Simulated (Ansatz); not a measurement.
Write a Python script for Ansatz 0.2.0, Python API that makes cell relaxations under several functionals of BaTiO3, space group R3m. Level of theory (first run): PBEsol, PAW, the default cutoff (420 eV here), 6×6×6 k-points, fixed occupations, D3BJ dispersion.

Contents of `batio3.extxyz`:
```text
5
Lattice="2.82736661 1.63238087 2.31839349 -2.82736661 1.63238087 2.31839349 0.0 -3.26476174 2.31839349" Properties=species:S:1:pos:R:3 pbc="T T T"
Ba    0.00000000    0.00000000    0.00000000
Ti   -0.00000000   -0.00000000    3.36978494
O     0.00000000    1.60332449    2.39884175
O    -1.38851974   -0.80166225    2.39884175
O     1.38851974   -0.80166225    2.39884175
```

`batio3_lattice.py`
```python
import argparse

import ansatz
import numpy as np

parser = argparse.ArgumentParser(description='How the lattice of BaTiO3 depends on the functional.')
parser.add_argument('--scf-tol', type=float, required=True, help='SCF tolerance (eV)')
args = parser.parse_args()

def edges_and_angles(cell):
    cell = np.asarray(cell)
    a, b, c = np.linalg.norm(cell, axis=1)
    cosines = cell[1] @ cell[2] / (b * c), cell[0] @ cell[2] / (a * c), cell[0] @ cell[1] / (a * b)
    return (a, b, c, *np.degrees(np.arccos(cosines)))


def main() -> None:
    batio3 = ansatz.Crystal.from_extxyz('batio3.extxyz')

    calculation = (
        batio3.calculation()
        .kpoints(6)
        .occupations(ansatz.OccupationsMethod.FIXED)
        .scf(tolerance=args.scf_tol)
        .relax(cell=True)
    )

    levels = [('pbesol', 'd3bj'), ('blyp', 'd3bj'), ('pbesol', 'none')]
    print('level            a       b       c    alpha   beta  gamma  V/atom  steps')
    for name, dispersion in levels:
        seen = []
        run = calculation.functional(name, dispersion=dispersion).session().plan()
        res = run.execute(on_event=lambda e: seen.append(e) if e['event'] == 'relax_step' else None)
        cell = res.lattice.cell_ang
        label = name if dispersion == 'none' else f'{name}+{dispersion}'
        print('{:13s} {:7.4f} {:7.4f} {:7.4f} {:6.2f} {:6.2f} {:6.2f}'.format(label, *edges_and_angles(cell)), f'{abs(np.linalg.det(cell)) / len(res.lattice.sites):7.3f} {len(seen):5d}')


if __name__ == '__main__':
    main()
```

```console
$ python batio3_lattice.py --scf-tol 1e-10
level            a       b       c    alpha   beta  gamma  V/atom  steps
DeckWarning: basis.ecutwfc = 420 eV, auto-derived from the records' recommended cutoffs: set by Ba (normal level)
pbesol+d3bj    3.9528  3.9528  3.9528  89.94  89.94  89.94  12.352    10
blyp+d3bj      4.0272  4.0272  4.0272  89.81  89.81  89.81  13.063     9
pbesol         3.9888  3.9888  3.9888  89.87  89.87  89.87  12.692    11
```
(Warnings from the package without file and line.)

From smallest to largest: PBEsol+D3BJ (12.35 Å³ an atom, -3.8 % against the start), PBEsol (12.69 Å³ an atom, -1.2 % against the start) and BLYP+D3BJ (13.06 Å³ an atom, +1.7 % against the start). The spread is 5.8 % in volume.

Notes:
- Spin is left out of this run.
- Edges and angles are those of the cell as typed, here a primitive one, not of the conventional cell.
- The starting cell is as deposited in a crystallographic database; the results hold for this polymorph, which needn't be the stable one.
- Finished in 2.8 min on 1 thread of Arm Neoverse V1 (shared host), peak memory 0.49 GiB.
